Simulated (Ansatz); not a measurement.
# Elastic constants of CaO (Fm-3m) under pressure

```yaml
crystal:
  lattice:
    - [0.00000, 2.35395, 2.35395]
    - [2.35395, 0.00000, 2.35395]
    - [2.35395, 2.35395, 0.00000]
  atoms:
    - { symbol: Ca, position: [0.00000, 0.00000, 0.00000] }
    - { symbol: O, position: [0.50000, 0.50000, 0.50000] }
```

This is the zero-pressure cell. At each pressure cell and atoms are relaxed in this structure, and the constants are slopes of the stress at strains of ±0.005 with relaxed ions (the coefficients that govern stability under load). Level: LDA, PAW on Ansatz 0.2.0's default frozen-core files (fitted under PBE), scalar-relativistic; k mesh 8×8×8, strains of ±0.005, fixed occupations, cutoff 420 eV. P is the pressure of the relaxed cell, less that of this one.

```
P (GPa)    V/V₀  C11 (GPa)  C12 (GPa)  C44 (GPa)
   0.00  1.0000      260.4       63.1       80.1
   0.96  0.9927      269.8       64.5       80.0
   2.00  0.9851      280.1       66.1       80.0
   4.00       ?          ?          ?          ?
   7.00  0.9524      329.0       74.0       80.0
  10.00  0.9352      357.1       78.3       79.4
  15.00  0.9097      403.7       85.6       78.7
```

**Question.** Does the bulk modulus from the constants agree with the pressure-volume curve?

**Answer.** A third-order Birch-Murnaghan fit to the volumes shown (F against f, f = [(V₀/V)^(2/3) − 1]/2) gives B₀ = 128.7 GPa and B′ = 4.4. Its −V dP/dV stands beside (C11 + 2C12)/3:

| P (GPa) | from P(V) | from the constants |
| --- | --- | --- |
| 0.00 | 128.7 | 128.8 |
| 0.96 | 132.9 | 132.9 |
| 2.00 | 137.4 | 137.5 |
| 7.00 | 158.8 | 159.0 |
| 10.00 | 171.4 | 171.2 |
| 15.00 | 191.9 | 191.6 |

**Question.** What are the pressure derivatives at zero pressure?

**Answer.** Slopes at V₀ of quadratic fits in −ln(V/V₀) through the first four rows shown, divided by B₀: dC11/dP = 9.9, dC12/dP = 1.5, dC44/dP = 0.0. The mean slopes up to 2.0 GPa are 9.9, 1.5, 0.0; curvature and scatter of the constants part the two. The combination (dC11/dP + 2 dC12/dP)/3 = 4.3 stands against B′.

**Question.** Fill the row at 4.00 GPa.

**Answer.** Cubic fits in −ln(V/V₀) through all rows shown give C11 = 299.8, C12 = 69.3, C44 = 80.0 GPa. Computed: V/V₀ = 0.9713, C11 (GPa) = 300.0, C12 (GPa) = 69.4, C44 (GPa) = 80.2.

**Question.** Does a shear stiffness soften?

**Answer.** C44 goes from 80.1 to 78.7 GPa, through a maximum of 80.2 near 4 GPa; (C11 − C12)/2 goes from 98.6 to 159.1 GPa. Neither ends more than 3 % under its start, and the lattice stays mechanically stable over this range.

Keep in mind: no other phase was computed; many crystals of this kind change structure within this range, and rows or crossings beyond such a change describe a metastable lattice; frozen-core PAW files fitted under PBE, their cores solved anew for the functional of the run; phonons weren't checked at these pressures.
